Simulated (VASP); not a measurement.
Runs of VASP 6.6.1 on TiC. The structure is hexagonal, space group P-6m2 (No. 187). Conventional cell: a = 3.042 Å, b = 3.042 Å, c = 2.698 Å, α = 90.00°, β = 90.00°, γ = 120.00°. Ti (site symmetry -6m2) has 6 C at 2.21 Å as nearest neighbours. C (site symmetry -6m2) is surrounded by 6 Ti at 2.21 Å. The cell was built by a generator and needn't be a form met in nature.

```tsv
task	level	cell	cutoff (eV)	gap on the mesh (eV)	pressure (GPa)	relaxed volume (Å³/atom)
band structure	TPSS	as given	520	-	0.2	-
band structure	r2SCAN	as given	520	-	-0.5	-
band structure	rSCAN	as given	520	-	-1.3	-
relaxation of cell and atoms	BLYP+D3(BJ)	relaxed	600	0.08	0.0	(a)
relaxation of cell and atoms	BLYP+D3	relaxed	600	(b)	0.0	10.85
```

Alike in all rows: potentials or basis VASP PAW PBE potentials, release 64 (Ti_sv, C); no spin polarisation; k mesh 10 × 10 × 10; smearing fermi-dirac 0.05 eV.

**Question.** Fill in the values left out.

**Answer.** (a) 10.44; (b) none.

Caveats: the PAW data sets were made with another functional, which shifts forces and pressure a little; pairwise dispersion overbinds metals, which lowers pressure and volume (some runs).

A k mesh can miss the band edges.
